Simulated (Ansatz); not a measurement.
# B: the cost of one run

Computed with Ansatz 0.2.0 (DFT PBE+D3(BJ), scalar-relativistic, plane waves, PAW, unless a step's input says otherwise).

## (1) The structure to begin with

It takes space group P6/mmm (No. 191, hexagonal). The conventional cell has a = 1.702 Å, b = 1.702 Å, c = 3.635 Å, α = 90.00°, β = 90.00°, γ = 120.00°. Around B (site symmetry 6/mmm) lie 6 B at 1.70 Å.

Coordinates:

```xyz
1
Lattice="1.7024 0.0000 0.0000 -0.8512 1.4744 0.0000 0.0000 0.0000 3.6354" Properties=species:S:1:pos:R:3 pbc="T T T"
B     0.0000    0.0000    0.0000
```

It goes back to an entry of the Materials Project, which need not be the stable form.

The cell is taken as given, not relaxed at this level.

## (2) Zero of the scan

The input, input.yaml:

```yaml
crystal:
  lattice:
    - [1.7024335758, 0.0, 0.0]
    - [-0.8512167879, 1.4743507249, 0.0]
    - [0.0, 0.0, 3.63542285]
  atoms:
    - { symbol: B, position: [0.0, 0.0, 0.0] }
basis:
  ecutwfc: 420
kpoints:
  mp_grid: { grid: [33, 33, 14] }
hamiltonian:
  xc: pbe
  dispersion: d3bj
scf:
  occupations: { method: gaussian, width: 0.15 }
output:
  forces: true
  stress: true
  eigenvalues: true
```

What time and memory should one allow on 1 thread of an x86-64 CPU, shared host?

About 4.8 s, with a peak of 0.39 GiB.
